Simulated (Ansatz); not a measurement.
What does Ansatz print for the nuclei with this input?

The cell is an entry of the Crystallography Open Database (COD) whose atoms were relaxed with PBE, the cell held.

```yaml
crystal:
  lattice:
    - [0.0, 1.8075, 1.8075]
    - [1.8075, 0.0, 1.8075]
    - [1.8075, 1.8075, 0.0]
  atoms:
    - { symbol: B, position: [0.0, 0.0, 0.0] }
    - { symbol: "N", position: [0.25, 0.25, 0.25] }
kpoints:
  mp_grid: { grid: [14, 14, 14] }
scf:
  occupations: { method: fermi_dirac, width: 0.02 }
hamiltonian:
  xc: lda
  pseudopotentials: { kind: paw }
output:
  forces: true
  stress: true
  populations: true
  efg:
    quadrupole_moments_barn: { B: 0.04059, "N": 0.02044 }
    contact_densities: true
  write_density: true
  write_potential: true
  elf: true
  volumetric_format: npy
```

```sh
ansatz run input.yaml --threads 1 --pin off --max-ram 3072MiB --backend cpu --events-out ev --progress --plain --runs-dir out
```

Of the output, the block on the nuclei alone is shown; the set-up, the SCF iterations, energies, forces and stress are cut. One atom of each set with nearly equal values is shown.

```
--- PAW observables at the nuclei: V_zz in 10²¹ V/m², potentials from the cell's mean, atoms counted from 1 ---
  atom   1  B  V_zz =    +0.000000   η = 0.0000   by run symmetry: forbidden   C_q = +0.0000 MHz
            electrostatic potential = -327.743112 V   contact ρ = 475.125865 e/Å³
  atom   2  N  V_zz =    +0.000000   η = 0.0000   by run symmetry: forbidden   C_q = +0.0000 MHz
            electrostatic potential = -517.766603 V   contact ρ = 1387.453817 e/Å³
```

Hardware: 1 thread of Intel Xeon Platinum 8488C (Sapphire Rapids) (x86_64; 16 cores open to the job, memory cap 3.0 GiB, no GPU), a shared host with a load of 0.3 a core. Wall time 1.9 s, CPU time 1.8 s, peak memory 0.35 GiB.

At this cell the LDA pressure is -11 GPa, so with LDA the cell would shrink if it were relaxed.
